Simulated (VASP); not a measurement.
# Ni (Fm-3m) in VASP: notebook

One crystal, Ni, is run at these levels: PBE; tasks: relaxation of cell and atoms.

All numbers are computed with VASP 6.6.1; they aren't measurements. Logs are shortened: lines on timing, memory, paths and dates and some standing lists are left out, and cuts for length are marked.

## 1. The crystal as given

It takes space group Fm-3m (No. 225, cubic). Conventional cell: a = 3.524 Å, b = 3.524 Å, c = 3.524 Å, α = 90.00°, β = 90.00°, γ = 90.00°. Ni (site symmetry m-3m) has 12 Ni at 2.49 Å as nearest neighbours.

## 2. Relaxation of cell and atoms, PBE, collinear spin, ferromagnetic start

INCAR

```
SYSTEM = Ni
  ALGO = Fast
  EDIFF = 1E-7
  EDIFFG = -0.002
  ENCUT = 520
  GGA = PE
  IBRION = 2
  ISIF = 3
  ISMEAR = 0
  ISPIN = 2
  LASPH = .True.
  LCHARG = .False.
  LMAXMIX = 4
  LORBIT = 11
  LREAL = .False.
  LWAVE = .False.
  MAGMOM = 0.8
  NELM = 100
  NSW = 80
  PREC = Accurate
  SIGMA = 0.1
```

KPOINTS

```
k-points
0
Gamma
  4 4 4
  0 0 0
```

POSCAR

```
Ni
1.0
    0.0000000000      1.7619350000      1.7619350000
    1.7619350000      0.0000000000      1.7619350000
    1.7619350000      1.7619350000      0.0000000000
Ni
1
Direct
    0.0000000000      0.0000000000      0.0000000000
```

Potentials or basis: VASP PAW PBE potentials, release 64 (Ni).

Started as:

```bash
> cat potpaw_PBE.64/Ni/POTCAR > POTCAR
> mpirun -np 1 vasp_std > vasp.out
```

OUTCAR:

```text
SYSTEM = Ni
   EDIFF = 1E-7
   EDIFFG = -0.002
   ENCUT = 520
   GGA = PE
   IBRION = 2
   ISIF = 3
   ISMEAR = 0
   ISPIN = 2
   LASPH = .True.
   LORBIT = 11
   LREAL = .False.
   NELM = 100
   NSW = 80
   PREC = Accurate

 ion  position               nearest neighbor table
   1  0.000  0.000  0.000-

  LATTYP: Found a face centered cubic cell.
 ALAT       =     3.5238700000

  Lattice vectors:

 A1 = (   0.0000000000,   1.7619350000,   1.7619350000)
 A2 = (   1.7619350000,   0.0000000000,   1.7619350000)
 A3 = (   1.7619350000,   1.7619350000,   0.0000000000)

Analysis of symmetry for initial positions (statically):
=====================================================================
 Subroutine PRICEL returns:
 Original cell was already a primitive cell.

 Routine SETGRP: Setting up the symmetry group for a
 face centered cubic supercell.

 Subroutine GETGRP returns: Found 48 space group operations
 (whereof 48 operations were pure point group operations)
 out of a pool of 48 trial point group operations.

The static configuration has the point symmetry O_h .

Analysis of symmetry for dynamics (positions and initial velocities):
=====================================================================
 Subroutine PRICEL returns:
 Original cell was already a primitive cell.

 Routine SETGRP: Setting up the symmetry group for a
 face centered cubic supercell.

 Subroutine GETGRP returns: Found 48 space group operations
 (whereof 48 operations were pure point group operations)
 out of a pool of 48 trial point group operations.

The dynamic configuration has the point symmetry O_h .

Analysis of structural, dynamic, and magnetic symmetry:
=====================================================================
 Subroutine PRICEL returns:
 Original cell was already a primitive cell.

 Routine SETGRP: Setting up the symmetry group for a
 face centered cubic supercell.

 Subroutine GETGRP returns: Found 48 space group operations
 (whereof 48 operations were pure point group operations)
 out of a pool of 48 trial point group operations.

The overall configuration has the point symmetry O_h .

 Subroutine INISYM returns: Found 48 space group operations
 (whereof 48 operations are pure point group operations),
 and found     1 'primitive' translations

----------------------------------------------------------------------------------------

                                     Primitive cell

  volume of cell :      10.9396

  direct lattice vectors                    reciprocal lattice vectors
     0.000000000  1.761935000  1.761935000    -0.283778914  0.283778914  0.283778914
     1.761935000  0.000000000  1.761935000     0.283778914 -0.283778914  0.283778914
     1.761935000  1.761935000  0.000000000     0.283778914  0.283778914 -0.283778914

  length of vectors
     2.491752373  2.491752373  2.491752373     0.491519496  0.491519496  0.491519496

  position of ions in fractional coordinates (direct lattice)
     0.000000000  0.000000000  0.000000000

  ion indices of the primitive-cell ions
   primitive index   ion index
                 1           1

----------------------------------------------------------------------------------------

 KPOINTS: k-points

Automatic generation of k-mesh.
 Grid dimensions read from file:
 generate k-points for:    4    4    4

 Generating k-lattice:

  Cartesian coordinates                     Fractional coordinates (reciprocal lattice)
    -0.070944728  0.070944728  0.070944728     0.250000000  0.000000000  0.000000000
     0.070944728 -0.070944728  0.070944728     0.000000000  0.250000000  0.000000000
     0.070944728  0.070944728 -0.070944728     0.000000000  0.000000000  0.250000000

  Length of vectors
     0.122879874  0.122879874  0.122879874

  Shift w.r.t. Gamma in fractional coordinates (k-lattice)
     0.000000000  0.000000000  0.000000000

 Subroutine IBZKPT returns following result:
 ===========================================

 Found      8 irreducible k-points:

 Following reciprocal coordinates:
            Coordinates               Weight
  0.000000  0.000000  0.000000      1.000000
  0.250000  0.000000  0.000000      8.000000
  0.500000  0.000000  0.000000      4.000000
  0.250000  0.250000  0.000000      6.000000
  0.500000  0.250000  0.000000     24.000000
 -0.250000  0.250000  0.000000     12.000000
  0.500000  0.500000  0.000000      3.000000
 -0.250000  0.500000  0.250000      6.000000
   k-points           NKPTS =      8   k-points in BZ     NKDIM =      8   number of bands    NBANDS=      9
   number of dos      NEDOS =    301   number of ions     NIONS =      1
   total plane-waves  NPLWV =   8000
   dimension x,y,z NGX =    20 NGY =   20 NGZ =   20
   dimension x,y,z NGXF=    40 NGYF=   40 NGZF=   40
   ions per type =               1
   NGX,Y,Z   is equivalent  to a cutoff of  13.34, 13.34, 13.34 a.u.
   NGXF,Y,Z  is equivalent  to a cutoff of  26.69, 26.69, 26.69 a.u.
 SYSTEM =  Ni
   PREC   = accura    normal or accurate (medium, high low for compatibility)
   ISTART =      0    job   : 0-new  1-cont  2-samecut
   ICHARG =      2    charge: 1-file 2-atom 10-const
   ISPIN  =      2    spin polarized calculation?
   LNONCOLLINEAR =      F non collinear calculations
   LSORBIT =      F    spin-orbit coupling
   LASPH  =      T    aspherical Exc in radial PAW
   ENCUT  =  520.0 eV  38.22 Ry    6.18 a.u.   4.63  4.63  4.63*2*pi/ulx,y,z
   NELM   =    100;   NELMIN=  2; NELMDL= -5     # of ELM steps
   EDIFF  = 0.1E-06   stopping-criterion for ELM
   LREAL  =      F    real-space projection
   EDIFFG = -.2E-02   stopping-criterion for IOM
   NSW    =     80    number of steps for IOM
   IBRION =      2    ionic relax: 0-MD 1-quasi-New 2-CG
   NFREE  =      1    steps in history (QN), initial steepest desc. (CG)
   ISIF   =      3    stress and relaxation
   ISYM   =      2    0-nonsym 1-usesym 2-fastsym
   POTIM  = 0.5000    time-step for ionic-motion
   TEBEG  =    0.0;   TEEND  =   0.0 temperature during run
   PSTRESS=    0.0 pullay stress
   NELECT =      10.0000    total number of electrons
   NUPDOWN=      -1.0000    fix difference up-down
   EMIN   =  10.00;   EMAX   =-10.00  energy-range for DOS
   EFERMI =   0.00;   METHOD = LEGACY
   ISMEAR =     0;   SIGMA  =   0.10  broadening in eV -4-tet -1-fermi 0-gaus
   EFERMI_NEDOS =   21; number of points for ismear=-14 and -15
   IALGO  =     68    algorithm
   IMIX   =      4    mixing-type and parameters
     AMIX     =   0.40;   BMIX     =  1.00
     AMIX_MAG =   1.60;   BMIX_MAG =  1.00
  volume/ion in A,a.u.               =      10.94        73.82
  Fermi-wavevector in a.u.,A,eV,Ry     =   1.588821  3.002436 34.345893  2.524352
  Thomas-Fermi vector in A             =   2.687765
   LORBIT       =     11    0 simple, 1 ext, 2 COOP (PROOUT), +10 PAW based schemes
   GGA     = PE    functional components
   LHFCALC =     F    Hartree Fock is set to
   AEXX    =    0.0000 exact exchange contribution
   IVDW    =     0    specifies the selected vdW correction
   LEPSILON=     F    determine dielectric tensor
   LRPA    =     F    only Hartree local field effects (RPA)
 conjugate gradient relaxation of ions
 spin polarized calculation
 RMM-DIIS sequential band-by-band and
 Gauss-broadening in eV      SIGMA  =   0.10
  energy-cutoff  :      520.00
  volume of cell :       10.94
 maximum number of plane-waves:       303
 NGX is ok and might be reduce to    20
   NGX =  9   NGY =  9   NGZ =  9

--------------------------------------- Ionic step        1  -------------------------------------------

 number of electron      10.0000010 magnetization       0.5937126

 Free energy of the ion-electron system (eV)
  ---------------------------------------------------
  ext. energy  EPLUGINS =         0.00000000
  ---------------------------------------------------
  free energy    TOTEN  =        -5.54584509 eV

  energy without entropy =       -5.53583329  energy(sigma->0) =       -5.54083919

------------------------ aborting loop because EDIFF is reached ----------------------------------------

  FORCE on cell =-STRESS in cart. coord.  units (eV):
  Direction    XX          YY          ZZ          XY          YZ          ZX
  --------------------------------------------------------------------------------------
  -------------------------------------------------------------------------------------
  Total       -0.2859725     -0.2859725     -0.2859725     -0.0000000     -0.0000000      0.0000000
  in kB      -41.8827513    -41.8827513    -41.8827513     -0.0000000     -0.0000000      0.0000000
  external PRESSURE =     -41.8827513 kB  Pullay stress =       0.0000000 kB

 VOLUME and BASIS-vectors are now :
 -----------------------------------------------------------------------------
  energy-cutoff  :      520.00
  volume of cell :       10.94
      direct lattice vectors                 reciprocal lattice vectors
     0.000000000  1.761935000  1.761935000    -0.283778914  0.283778914  0.283778914
     1.761935000  0.000000000  1.761935000     0.283778914 -0.283778914  0.283778914
     1.761935000  1.761935000  0.000000000     0.283778914  0.283778914 -0.283778914
[... 106 lines left out ...]
 POSITION                                       TOTAL-FORCE (eV/Angst)
 -----------------------------------------------------------------------------------
      0.00000      0.00000      0.00000         0.000000      0.000000      0.000000
 -----------------------------------------------------------------------------------
    total drift:                                0.000000     -0.000000      0.000000

  FREE ENERGIE OF THE ION-ELECTRON SYSTEM (eV)
  ---------------------------------------------------
  free  energy   TOTEN  =        -5.5489194256 eV

  energy  without entropy=       -5.5389812125  energy(sigma->0) =       -5.54395032

--------------------------------------- Ionic step        5  -------------------------------------------

 number of electron      10.0000006 magnetization       0.5937501

 Free energy of the ion-electron system (eV)
  ---------------------------------------------------
  ext. energy  EPLUGINS =         0.00000000
  ---------------------------------------------------
  free energy    TOTEN  =        -5.54892344 eV

  energy without entropy =       -5.53898671  energy(sigma->0) =       -5.54395508

 E-fermi :   9.6622     XC(G=0): -13.3524

 val. band max:        9.5902244486   @ k =   0.5000   0.5000   0.0000
 cond. band min:       9.6788006293   @ k =   0.5000   0.0000   0.0000
 fundamental gap:      0.0885761807
 Fermi energy:         9.6622277274

 spin component 1

 k-point     1 :       0.0000    0.0000    0.0000
  band No.  band energies     occupation
      1       0.4820      1.00000
      2       7.0812      1.00000
      3       7.0812      1.00000
      4       7.0812      1.00000
      5       8.2801      1.00000
      6       8.2801      1.00000
      7      33.4547      0.00000
      8      37.4352      0.00000
      9      37.4352      0.00000

 k-point     2 :       0.2500    0.0000    0.0000
  band No.  band energies     occupation
      1       2.7325      1.00000
      2       6.7599      1.00000
      3       7.3133      1.00000
      4       7.3133      1.00000
      5       8.3467      1.00000
      6       8.3467      1.00000
      7      24.1700      0.00000
      8      33.5651      0.00000
      9      35.2840      0.00000
[... 49 lines left out ...]
 k-point     7 :       0.5000    0.5000    0.0000
  band No.  band energies     occupation
      1       4.8304      1.00000
      2       5.2857      1.00000
      3       9.0025      1.00000
      4       9.0803      1.00000
      5       9.0803      1.00000
      6      12.0555      0.00000
      7      18.9346      0.00000
      8      24.5675      0.00000
      9      24.5675      0.00000

 k-point     8 :      -0.2500    0.5000    0.2500
  band No.  band energies     occupation
      1       5.7290      1.00000
      2       6.4361      1.00000
      3       6.4361      1.00000
      4       8.2137      1.00000
      5       9.0814      1.00000
      6      17.4049      0.00000
      7      17.4049      0.00000
      8      19.6504      0.00000
      9      20.8700      0.00000
 Fermi energy:         9.6622277274

 spin component 2

 k-point     1 :       0.0000    0.0000    0.0000
  band No.  band energies     occupation
      1       0.4315      1.00000
      2       7.8078      1.00000
      3       7.8078      1.00000
      4       7.8078      1.00000
      5       8.8418      1.00000
      6       8.8419      1.00000
      7      33.2849      0.00000
      8      37.4021      0.00000
      9      37.4021      0.00000

 k-point     2 :       0.2500    0.0000    0.0000
  band No.  band energies     occupation
      1       2.7127      1.00000
      2       7.3805      1.00000
      3       7.9828      1.00000
      4       7.9828      1.00000
      5       8.9767      1.00000
      6       8.9767      1.00000
      7      24.2932      0.00000
      8      33.4336      0.00000
      9      35.3515      0.00000
[... 92 lines left out ...]
 POSITION                                       TOTAL-FORCE (eV/Angst)
 -----------------------------------------------------------------------------------
      0.00000      0.00000      0.00000        -0.000000     -0.000000     -0.000000
 -----------------------------------------------------------------------------------
    total drift:                                0.000000      0.000000     -0.000000

  FREE ENERGIE OF THE ION-ELECTRON SYSTEM (eV)
  ---------------------------------------------------
  free  energy   TOTEN  =        -5.5489234435 eV

  energy  without entropy=       -5.5389867094  energy(sigma->0) =       -5.54395508

 reached required accuracy - stopping structural energy minimisation

 total charge

# of ion       s       p       d       tot
------------------------------------------
    1        0.494   0.522   8.316   9.332

 magnetization (x)

# of ion       s       p       d       tot
------------------------------------------
    1       -0.013  -0.025   0.644   0.606
```

It took 19 s on 1 thread of Intel Xeon Platinum 8259CL at 2.50GHz (Skylake/Cascade Lake), shared host; peak memory 0.13 GiB.

What came out:

```yaml
Free_energy: -5.5489 eV
Relaxed_volume: 10.71 Å³/atom
Relaxed_cell: a = 2.475 Å, b = 2.475 Å, c = 2.475 Å, α = 60.00°, β = 60.00°, γ = 60.00°
Space_group_after_relaxing_to_0.05_Å: Fm-3m (No. 225)
Energy_gained_by_relaxing: 3.1 meV/atom
Ionic_steps: 5
Pressure_after_relaxing: 0.0 GPa
Band_gap_on_the_k_mesh: none (metal or under the smearing width)
Net_moment: 0.59 μB per cell
Site_moments: Ni +0.61 μB
Valence_electrons_inside_the_program's_atomic_spheres: Ni 9.33
```

The path:
```csv
step,energy change (eV),largest force (eV/Å),pressure (GPa),volume (Å³)
1,0.0000,0.0000,-4.19,10.94
2,-0.0001,0.0000,4.48,10.49
3,-0.0031,0.0000,0.18,10.71
4,-0.0031,0.0000,-0.09,10.72
5,-0.0031,0.0000,-0.02,10.71
```

Final structure:
```
Ni
1.0
     0.00000    1.74975    1.74975
     1.74975    0.00000    1.74975
     1.74975    1.74975    0.00000
Ni
1
Direct
  0.00000 0.00000 0.00000
```

Levels at points of the mesh, in eV from the Fermi level:
Spin up:
| k point | band 2 | band 3 | band 4 | band 5 | band 6 | band 7 | band 8 | band 9 |
| --- | --- | --- | --- | --- | --- | --- | --- | --- |
| (0.00, 0.00, 0.00) | -2.58 | -2.58 | -2.58 | -1.38 | -1.38 | 23.79 | 27.77 | 27.77 |
| (0.50, 0.00, 0.00) | -2.56 | -2.56 | -0.71 | -0.71 | -0.38 | 5.68 | 22.28 | 24.88 |
| (0.50, 0.50, 0.00) | -4.38 | -0.66 | -0.58 | -0.58 | 2.39 | 9.27 | 14.91 | 14.91 |
Spin down:
```tsv
k point	band 1	band 2	band 3	band 4	band 5	band 6	band 7	band 8
(0.00, 0.00, 0.00)	-9.23	-1.85	-1.85	-1.85	-0.82	-0.82	23.62	27.74
(0.50, 0.00, 0.00)	-4.60	-1.97	-1.97	-0.46	0.02	0.02	6.08	22.13
(0.50, 0.50, 0.00)	-4.51	-3.79	-0.07	0.26	0.26	2.34	9.50	14.89
```

Caveat: the k mesh is coarse (spacing up to 0.77 Å⁻¹), so the values aren't converged.

## 3. Relaxation of cell and atoms, PBE, collinear spin, ferromagnetic start

This run uses another cell than the first one, of 10.71 Å³/atom, 0.979 times its volume.

INCAR is that of step 2.

KPOINTS is that of step 2.

POSCAR

```
Ni                                      
1.0
   -0.0000000000      1.7497487137      1.7497487137
    1.7497487137     -0.0000000000      1.7497487137
    1.7497487137      1.7497487137     -0.0000000000
  Ni            
     1
Direct
     0.0000000000000000    0.0000000000000000    0.0000000000000000
```

Potentials or basis: VASP PAW PBE potentials, release 64 (Ni).

Started as:

```bash
> cat potpaw_PBE.64/Ni/POTCAR > POTCAR
> mpirun -np 1 vasp_std > vasp.out
```

Wall time 13 s (1 thread of Intel Xeon Platinum 8259CL at 2.50GHz (Skylake/Cascade Lake), shared host); peak memory 0.12 GiB.

It converged, with:

```yaml
Free_energy: -5.5489 eV
Relaxed_volume: 10.71 Å³/atom
Relaxed_cell: a = 2.474 Å, b = 2.474 Å, c = 2.474 Å, α = 60.00°, β = 60.00°, γ = 60.00°
Space_group_after_relaxing_to_0.05_Å: Fm-3m (No. 225)
Energy_gained_by_relaxing: 0.0 meV/atom
Ionic_steps: 5
Pressure_after_relaxing: 0.0 GPa
Band_gap_on_the_k_mesh: none (metal or under the smearing width)
Net_moment: 0.59 μB per cell
Site_moments: Ni +0.61 μB
Valence_electrons_inside_the_program's_atomic_spheres: Ni 9.33
```

Final structure:
```
Ni
1.0
     0.00000    1.74946    1.74946
     1.74946    0.00000    1.74946
     1.74946    1.74946    0.00000
Ni
1
Cartesian
  0.0000 0.0000 0.0000
```

Levels at points of the mesh, in eV from the Fermi level:
Spin up:
```tsv
k point	band 1	band 2	band 3	band 4	band 5	band 6	band 7	band 8	band 9
(0.00, 0.00, 0.00)	-9.18	-2.58	-2.58	-2.58	-1.38	-1.38	23.80	27.78	27.78
(0.50, 0.00, 0.00)	-5.01	-2.56	-2.56	-0.71	-0.71	-0.39	5.69	22.28	24.89
(0.50, 0.50, 0.00)	-4.84	-4.38	-0.66	-0.58	-0.58	2.39	9.28	14.91	14.91
```
Spin down:
| k point | band 1 | band 2 | band 3 | band 4 | band 5 | band 6 | band 7 | band 8 |
| --- | --- | --- | --- | --- | --- | --- | --- | --- |
| (0.00, 0.00, 0.00) | -9.23 | -1.86 | -1.86 | -1.86 | -0.82 | -0.82 | 23.63 | 27.75 |
| (0.50, 0.00, 0.00) | -4.60 | -1.97 | -1.97 | -0.46 | 0.02 | 0.02 | 6.09 | 22.13 |
| (0.50, 0.50, 0.00) | -4.51 | -3.79 | -0.07 | 0.26 | 0.26 | 2.34 | 9.50 | 14.90 |

Caveat: the k mesh is coarse (spacing up to 0.78 Å⁻¹), so the values aren't converged.
